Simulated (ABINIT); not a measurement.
Crystal: Br.

```xyz
4
Lattice="3.3632 -2.3226 0.0000 3.3632 2.3226 0.0000 0.0000 0.0000 8.7023" Properties=species:S:1:pos:R:3 pbc="T T T"
Br    3.3632    0.6266    3.3948
Br    3.3632    1.6959    7.7459
Br    3.3632   -0.6266    5.3075
Br    3.3632   -1.6959    0.9564
```

Base run:

```yaml
Program: ABINIT 10.8.3 (patched build)
Functional: HCTH407
Potentials_or_basis: JTH PAW PBE v2.0
Cutoff: 408 eV
k_mesh: 7 × 7 × 3
Occupations: fermi-dirac, width 0.05 eV
Spin: no spin polarisation
```

Its results: band gap on the k mesh 2.01 eV, indirect (least direct gap 2.04 eV); pressure 3.7 GPa; largest force 0.338 eV/Å.

The run is repeated on the same cell with these changes: functional from HCTH407 to PW91. What comes out?

Band gap on the k mesh 1.88 eV, indirect (least direct gap 1.90 eV); pressure 1.7 GPa; largest force 0.926 eV/Å.

Caveats: the PAW data sets were made with another functional, which shifts forces and pressure a little; the atomic spheres overlap.

A k mesh can miss the band edges.
